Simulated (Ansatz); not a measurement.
# Rock-salt NaBr

Level of theory: r²SCAN in Ansatz (PAW).

Run with plane-wave cutoff 500 eV, 6×6×1 k mesh (along the axes of the cell as run), gaussian smearing 0.02 eV, scalar-relativistic PAW data made under PBE.

Cell: relaxed at this level.

- surface energy of the (100) face: 0.17 J/m²
- ionisation potential of the slab: 6.68 eV

The slab of 12 atoms is relaxed and unreconstructed.

Static lattice: no zero-point or thermal effects.

The result took roughly 3 core-minutes.

Ansatz is an electronic-structure program.
